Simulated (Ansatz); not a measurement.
# Lattice dynamics of AlAs (F-43m), part 3 of 3

Aim: the vibrations of AlAs (F-43m), their spectra, and whether the structure is stable.

Ansatz 0.2.0; DFT LDA, scalar-relativistic, plane waves, PAW; PAW set soft_1.

So far. Step 5 (Tight relaxation, k-mesh 12×12×12): The forces vanish by symmetry and the pressure is 0.004 GPa, within the tolerances set. The cell now holds 22.29 Å³/atom. Step 6 (Modes at Γ): Before it was imposed, the acoustic sum rule was missed by 5.1e-5 eV/Å² and the charge sum rule by 8.3e-5 e. Small misses are needed for a sound result but don't prove that mesh and cutoff are converged. Against the first mesh the highest mode moved by -0.0 cm⁻¹. The relaxed cell has a = 5.629 Å (conventional setting).

## Step 7: Response at finite wavevector

Stability and thermal properties need the whole zone. Linear response on a 4×4×4 q mesh gives force constants as far as a supercell of that size would, and the tensors from the zone-centre run are typed in so that the long-range dipole term is interpolated apart.

Contents of input.yaml:

```yaml
crystal:
  lattice:
    - [0.0, 2.8144366931, 2.8144366931]
    - [2.8144366931, 0.0, 2.8144366931]
    - [2.8144366931, 2.8144366931, 0.0]
  atoms:
    - { symbol: Al, position: [0.0, 0.0, 0.0] }
    - { symbol: As, position: [0.25, 0.25, 0.25] }
kpoints:
  mp_grid: { grid: [12, 12, 12] }
hamiltonian:
  xc: lda
  pseudopotentials: { kind: paw, azcp: { folder: soft_1 }, xc_functional: pbe }
scf:
  occupations: { method: fixed }
output:
  eigenvalues: true
phonons:
  method: dfpt
  qmesh: [4, 4, 4]
  temperatures: { t_max: 1000, t_step: 50 }
  qpath:
    path:
      - [[0.0, 0.0, 0.0], [-0.5, -0.5, 0.0], [-0.375, -0.375, 0.25]]
      - [[-0.375, 0.0, 0.375], [0.0, 0.0, 0.0], [0.0, 0.0, 0.5], [-0.5, -0.25, 0.25], [-0.5, -0.5, 0.0]]
    npoints: 10
  non_analytic_term:
    high_frequency_dielectric_tensor: [[9.438, 0.0, 0.0], [0.0, 9.438, 0.0], [0.0, 0.0, 9.438]]
    born_effective_charges:
      - { species: Al, tensor: [[2.1481, 0.0, 0.0], [0.0, 2.1481, 0.0], [0.0, 0.0, 2.1481]] }
      - { species: As, tensor: [[-2.1481, 0.0, 0.0], [0.0, -2.1481, 0.0], [0.0, 0.0, -2.1481]] }
    source: "zone-centre run at this cell"
```

Launch:

```
ansatz run input.yaml --threads 4 --pin off --max-ram 10240MiB --backend cpu --events-out ev --progress --plain --runs-dir out
```

Numbers of over 12 decimals in the logs are rounded to 6 here.

Log:

```text
Warning: phonons: the dynamical matrix that this run interpolates holds no multipole term above the dipole-dipole one, and a site of this crystal is no centre of inversion, so its interpolated transverse optical and acoustic branches and sound speeds can stay off near Gamma, and the density of states and the thermodynamics with them. What a run solves at a wave vector of phonons.qpoints, Gamma apart, where the deck admits one, is free of this, and under fd what a larger phonons.supercell samples
[...]
Crystal: 2 atoms, lattice volume = 44.587 Å³
Basis set: ecut = 420 eV, 893 PW (Γ), exchange–correlation on 54×54×54 points (8 copies of the dense FFT grid, shifted against one another)
Bands: 13, of which v1, the nominal top of the filled ones, is band 9 counted from 1 (8 counted from 0)
Symmetry: 24 space group operations
k-points: 72 of 1728 (time reversal used)
[...]
SCF iter   1: F=—  HF=-5287.760364 eV  |F-HF|=—  |Δ(HF+E_count)|=         —  Δρ=3.80e-2  dr2=7.68e-1  ethr=3.10e-3  ⟨swp⟩=4.6  Hψ=4807  notcnv=0  defer=120
[...]
SCF iter   8: F=-5287.495888 eV  HF=-5287.495888 eV  |F-HF|=1.82e-12  |Δ(HF+E_count)|=  3.09e-11  Δρ=1.09e-7  dr2=3.90e-12  ethr=1.00e-12  ⟨swp⟩=7.3  Hψ=5419  notcnv=0
SCF 1 converged in 8 iterations: F = -5287.495888 eV  dr2 = 3.90e-12
[...]
DFPT response loops at q = (0, 0, 0) (fractional): preconditioner auto → none (the input reference at scf.mixing.eps_inf says where Resta's filter doesn't serve); β = 0.50; Broyden in place of MSR1
[...]
SCF converged after 8 iterations
Free energy (F): -5287.495888 eV
[...]
Internal energy: -5287.495888 eV  (E = F + TS)
E sigma→0 (E₀):  -5287.495888 eV
Fermi energy:    6.043988 eV
[...]
--- Band table (eV; the first three rows and the last of 72) ---
  k-point 0: bands = [... 5 lower, -5.9591, 6.0440, 6.0440, 6.0440, 8.0283, 10.3417, 10.3417, 10.3417]
  k-point 1: bands = [... 5 lower, -5.8896, 5.2413, 5.9668, 5.9668, 8.5724, 10.4488, 10.4804, 10.4804]
  k-point 2: bands = [... 5 lower, -5.6872, 3.9069, 5.7786, 5.7786, 8.8268, 10.7800, 10.7800, 11.2211]
  k-point 71: bands = [... 5 lower, -3.9289, 0.9115, 2.7916, 3.1605, 10.3060, 11.7052, 11.7311, 12.0527]
--- Phonons (Γ-DFPT): 2 representative perturbations + reference (Σ response iterations 7) ---
  ASR residual: 4.971e-5 → 0.000e0 eV/Å²; symmetrization residual: 1.925e-6 eV/Å²
  ASR residual per site (eV/Å²): 1.25e-5 4.97e-5
  Γ frequencies (cm⁻¹): 0.00 0.00 0.00 358.35 358.35 358.35
--- Phonons (arbitrary-q DFPT): 8 irreducible q on the 4×4×4 mesh ---
  q = [0.0000, 0.0000, 0.0000] (star 1, of the zone-centre solve; hermiticity 4.11e-7, symmetrization 4.21e-12): -0.00 0.00 0.00 358.35 358.35 358.35
  q = [0.0000, 0.0000, 0.2500] (star 8, 2 solved perturbations on 936 of 1728 k-point pairs; hermiticity 6.71e-8, symmetrization 8.78e-13): 58.95 58.95 145.75 350.00 350.00 382.96
[...]
q = [0.0000, 0.2500, 0.2500] (star 6, 4 solved perturbations in 1608 linear systems a pass and spin channel, the states on 510 of 1728 k-point pairs; hermiticity 1.36e-7, symmetrization 2.09e-13): 81.66 81.66 148.00 338.53 338.53 391.48
[...]
sum rule: each row above includes the acoustic sum rule's correction from the zone centre's row sums; it moved no ω² by more than (0.42 cm⁻¹)²
  mesh force constants: q→R imaginary residual 1.95e-18; ASR residual 4.971e-5 → 0.000e0 eV/Å²; symmetrization residual 3.553e-15 eV/Å²
  interpolated dispersion: 63 rows × 6 modes
  density of states and harmonic sums: on the 20×20×20 q-mesh, interpolated from the force constants of a 4×4×4 supercell (with the dipole–dipole term of supplied tensors)
  largest difference from the sums on the solved wave vectors: F 1.02e-2 eV, S 1.42e-5 and C_V 4.00e-6 eV/K
  zero-point energy: 0.087916 eV/cell   skipped modes (ω ≤ 0): 3   left out of the sums: 6.25e-5 of the cell's modes: C_V's classical limit lies that fraction below 3 k_B per atom; for a crystal, a wire or a layer, F and S can be off by more, and a phonons.interpolated_qmesh denser along its periods is the remedy for the sampling
```

The job ended after 2.9 min (4 threads of Arm Neoverse V2, shared host; peak memory 2.2 GiB).

This step gave:

```
sum-rule residual before enforcement                       : 4.97e-5 eV/Å²
lowest frequency on the path                               : 0 cm⁻¹
highest frequency on the path or at a solved wavevector    : 394.5 cm⁻¹
mean frequency                                             : 236.4 cm⁻¹
Debye temperature (second moment)                          : 491 K
logarithmic mean frequency                                 : 200.4 cm⁻¹
lowest mode on the q mesh (acoustic modes at Γ apart)      : 58.95 cm⁻¹
zero-point energy per atom                                 : 43.96 meV
heat capacity at 300 K                                     : 21.99 J/(mol atoms K)
vibrational entropy at 300 K                               : 27.50 J/(mol atoms K)
edges of the widest gap between branches, on path and mesh : 213.1, 326.6 cm⁻¹
```

Frequencies (cm⁻¹) solved at each irreducible wavevector; negative means imaginary. Frequencies by wavevector, by row:

| q in reciprocal lattice units | star | mode 1 | mode 2 | mode 3 | mode 4 | mode 5 | mode 6 |
| --- | --- | --- | --- | --- | --- | --- | --- |
| 0 0 0 | 1 | 0 | 0 | 0 | 358.4 | 358.4 | 358.4 |
| 0 0 0.25 | 8 | 59 | 59 | 145.8 | 350 | 350 | 383 |
| 0 0 -0.5 | 4 | 70.7 | 70.7 | 209.2 | 348 | 348 | 367.8 |
| 0 0.25 0.25 | 6 | 81.7 | 81.7 | 148 | 338.5 | 338.5 | 391.5 |
| 0 0.25 -0.5 | 24 | 90.3 | 124 | 191.1 | 336.2 | 336.4 | 363.3 |
| 0 0.25 -0.25 | 12 | 84.8 | 123.4 | 176.1 | 339 | 341.2 | 359 |
| 0 -0.5 -0.5 | 3 | 94.5 | 94.5 | 213.1 | 331.9 | 331.9 | 388.7 |
| 0.25 -0.5 -0.25 | 6 | 122.3 | 130.5 | 194.5 | 335.8 | 336.1 | 341.6 |

Interpolated from a 4×4×4 q mesh, with the LO-TO term (at Γ the limit along the path; where Γ stands inside the path, tables give the limit on arrival). The phonon branches at the labelled points (cm⁻¹):

| point | branch 1 | branch 2 | branch 3 | branch 4 | branch 5 | branch 6 |
| --- | --- | --- | --- | --- | --- | --- |
| Γ | 0 | 0 | 0 | 358 | 358 | 394 |
| halfway | 82 | 82 | 148 | 338 | 338 | 392 |
| X | 94 | 94 | 213 | 332 | 332 | 389 |
| halfway | 96 | 109 | 209 | 331 | 332 | 379 |
| U | 97 | 130 | 200 | 328 | 334 | 363 |
| jump to K | 97 | 130 | 200 | 328 | 334 | 363 |
| halfway | 69 | 104 | 150 | 347 | 350 | 369 |
| Γ | 0 | 0 | 0 | 358 | 358 | 394 |
| halfway | 59 | 59 | 146 | 350 | 350 | 383 |
| L | 71 | 71 | 209 | 348 | 348 | 368 |
| halfway | 94 | 118 | 196 | 335 | 346 | 350 |
| W | 122 | 130 | 194 | 336 | 336 | 342 |
| halfway | 107 | 112 | 205 | 330 | 334 | 370 |
| X | 94 | 94 | 213 | 332 | 332 | 389 |

The phonon branches as a text plot (rows in cm⁻¹):

```
    386 |***************         *************                 **
    370 |               ***     *             ******         **
    353 |****              *****************************    *
    337 |    *******************                    *************
    321 |                 **
    304 |
    288 |
    271 |
    255 |
    238 |
    222 |
    205 |         *********                    *******      *****
    189 |        *         **                 *       ******
    173 |       *            ***             *
    156 |      *                *
    140 |                  **               *
    123 |    **         ***  *** *         *          ********
    107 |              *        * **                 * **    **
     90 |   *   ***************  *        *        ****        **
     74 |    ***               ** ***         *******
     58 |  **                    *       * ***
     41 | **                      ****    *
     25 | *                         **  **
      8 |*                           ****
         Γ           X  U|K            Γ         L        W     X
```

Tetrahedra on a 20×20×20 mesh, mean over bins of 5 cm-1. Interpolated from a 4×4×4 q mesh. Table of phonon density of states by wavenumber; read off at these points:

wavenumber (cm⁻¹), phonon density of states (1/cm⁻¹/cell) and a bar:
```
        2      0.000 
       18      0.000 
       28      0.001 
       42      0.003 #
       58      0.006 ##
       72      0.023 ######
       82      0.028 ########
       98      0.048 #############
      112      0.027 #######
      128      0.027 #######
      138      0.003 #
      152      0.004 #
      168      0.007 ##
      178      0.010 ###
      192      0.044 ############
      208      0.007 ##
      222      0.000 
      232      0.000 
      248      0.000 
      262      0.000 
      272      0.000 
      288      0.000 
      302      0.000 
      318      0.000 
      328      0.012 ###
      332      0.109 ##############################
      342      0.081 ######################
      348      0.103 ############################
      358      0.045 ############
      372      0.020 #####
      382      0.017 #####
      398      0.000
```

The partial phonon density of states has structure finer than the step of the table below, so its rows give means over 20 cm⁻¹, whole bins alone (the curve runs from -10 to 416 cm⁻¹). Peaks (cm⁻¹: height): Al 97.2: 0.0113, 346.6: 0.0693; As 97.2: 0.0321, 193.7: 0.0381, 346.6: 0.0216.

Phonopy on the run's constants, 17x17x17 mesh, Gaussian sigma 3.0 cm-1. Interpolated from a 4×4×4 q mesh. Table of partial phonon density of states by wavenumber; means over each step; values in 1/cm⁻¹/cell:

| wavenumber (cm⁻¹) | Al | As |
| --- | --- | --- |
| 0 | 9.9e-6 | 2.6e-5 |
| 20 | 1.3e-4 | 3.6e-4 |
| 40 | 6.7e-4 | 0.00189 |
| 60 | 0.00218 | 0.00624 |
| 80 | 0.00680 | 0.0196 |
| 100 | 0.00946 | 0.0269 |
| 120 | 0.00646 | 0.0186 |
| 140 | 0.00170 | 0.00567 |
| 160 | 7.8e-4 | 0.00464 |
| 180 | 0.00115 | 0.0128 |
| 200 | 7.9e-4 | 0.0225 |
| 220 | 7.6e-6 | 6.8e-4 |
| 240 | 0 | 0 |
| 260 | 0 | 0 |
| 280 | 0 | 0 |
| 300 | 0 | 0 |
| 320 | 0.00751 | 0.00207 |
| 340 | 0.0632 | 0.0196 |
| 360 | 0.0326 | 0.00590 |
| 380 | 0.0147 | 0.00208 |
| 400 | 0.00178 | 4.4e-4 |

Second derivatives of the energy by pair, one row for each kind of neighbour of each atom listed. Each entry sums the pair over the periodic images of the supercell that the q mesh stands for, and in a polar crystal it holds the long-range dipole part too. Force constants by pair, by row:

| atom | neighbour | distance (Å) | third of the trace (eV/Å²) | along the pair's line (eV/Å²) |
| --- | --- | --- | --- | --- |
| Al1 | itself | 0 | 9.951 | – |
| Al1 | As | 2.437 | -2.403 | -5.939 |
| Al1 | Al | 3.98 | 0.0121 | -0.5397 |
| Al1 | As | 4.667 | -0.0079 | 0.0944 |
| Al1 | Al | 5.629 | -0.0153 | -0.0623 |
| Al1 | As | 6.134 | -0.0015 | 0.1346 |
| Al1 | Al | 6.894 | -0.0296 | -0.0773 |
| Al1 | As | 7.312 | 0.0109 | 0.0273 |
| Al1 | As | 7.312 | 0.0066 | 0.0248 |
| As2 | itself | 0 | 10.76 | – |
| As2 | Al | 2.437 | -2.403 | -5.939 |
| As2 | As | 3.98 | -0.0794 | -0.4714 |
| As2 | Al | 4.667 | -0.0079 | 0.0944 |
| As2 | As | 5.629 | -0.0011 | -0.0263 |
| As2 | Al | 6.134 | -0.0015 | 0.1346 |
| As2 | As | 6.894 | -0.0042 | -0.0313 |
| As2 | Al | 7.312 | 0.0109 | 0.0273 |
| As2 | Al | 7.312 | 0.0066 | 0.0248 |

Harmonic thermodynamic functions per atom, from the density of states. Interpolated from a 4×4×4 q mesh. Thermodynamic functions, by row:

| T (K) | F_vib (meV/atom) | S (J/mol-atom/K) | C_V (J/mol-atom/K) |
| --- | --- | --- | --- |
| 0 | 43.96 | 0 | 0 |
| 50 | 43.57 | 2.601 | 5.366 |
| 100 | 40.75 | 8.338 | 11.64 |
| 200 | 26.34 | 19.11 | 19.16 |
| 300 | 1.99 | 27.5 | 21.99 |
| 400 | -30.02 | 34.02 | 23.19 |
| 500 | -68.08 | 39.26 | 23.8 |
| 600 | -111.1 | 43.63 | 24.13 |
| 700 | -158.3 | 47.37 | 24.34 |
| 800 | -209.1 | 50.63 | 24.48 |
| 900 | -263.1 | 53.52 | 24.58 |
| 1000 | -320 | 56.11 | 24.64 |

Harmonic mean-square displacement, third of the trace. Interpolated from a 4×4×4 q mesh. Mean square displacements, by row:

| T (K) | Al1 U_eq (Å²) | As2 U_eq (Å²) |
| --- | --- | --- |
| 0 | 0.00276 | 0.00177 |
| 100 | 0.00401 | 0.00307 |
| 300 | 0.00902 | 0.00794 |
| 600 | 0.01732 | 0.01561 |

Symmetry leaves 8 wavevectors to solve. The lowest mode among them, the acoustic zeros apart, lies at q = (0, 0, 0.25) and is real, 59.0 cm⁻¹.

## Step 8: Summary of results

```yaml
space_group_after_relaxation_within_0p01_a: F-43m
volume_per_atom: 22.3 Å³
gap_on_the_k_mesh: 1.32 eV
highest_optical_mode_at_the_zone_centre_no_lo_to_term: 358 cm⁻¹
top_of_the_zone_centre_spectrum_with_the_field: 394 cm⁻¹
lowest_optical_zone_centre_mode: 358 cm⁻¹
mean_high_frequency_dielectric_constant: 9.44
mean_static_dielectric_constant: 11.4
largest_born_charge_third_of_the_trace: 2.15 e
lowest_mode_on_the_q_mesh_acoustic_modes_at_gamma_apart: 59.0 cm⁻¹
highest_frequency_on_the_path_or_at_a_solved_wavevector: 394 cm⁻¹
zero_point_energy_per_atom: 44.0 meV
heat_capacity_at_300_k: 22.0 J/(mol atoms K)
vibrational_entropy_at_300_k: 27.5 J/(mol atoms K)
debye_temperature_second_moment: 491 K
imaginary_modes_on_the_4x4x4_q_mesh: none
```

The structure is a minimum as far as tested: no mode is imaginary at the 8 irreducible wavevectors of the 4×4×4 mesh, and the softest away from the acoustic zeros lies at 59 cm⁻¹. Without the field, the optical modes at Γ form one degenerate level at 358 cm⁻¹. The highest mode in this list at Γ, 358.4 cm⁻¹, is mostly motion of Al (74 % of the kinetic energy). With the macroscopic field of the longitudinal modes the top of the zone-centre spectrum lies at 394 cm⁻¹, against 358 cm⁻¹ without it. Lattice motion raises the mean dielectric constant from 9.438 to 11.44. The strongest infrared line is at 358 cm⁻¹. Averaged over orientations, the strongest Raman line at 532 nm and 300 K is at 358 cm⁻¹, among the modes without the field; their longitudinal partners can be Raman active too. The tensors are the static, non-resonant ones, while 532 nm light (2.33 eV) lies above the computed gap. On the path and the mesh, the widest gap between branches runs from 213 to 327 cm⁻¹. With the field response the log warns that the k mesh is coarse for the force constants too, so the frequencies may not be converged. The program warns that the interpolation holds no quadrupole term, so branches close to Γ can be off in this crystal. The PAW files were made for PBE and serve the other functionals too. These are harmonic frequencies at zero temperature: anharmonic shifts, linewidths and thermal expansion are left out.

[Logs are printed without paths, hosts, clocks, repeated set-up lines and the standing remarks that a program may print on its own settings, such as how far it seeks lower states.]

[Hosts, paths, dates, database ids (printed as entryN), source tags and the programs' standing remarks are cut or masked in the printed files.]
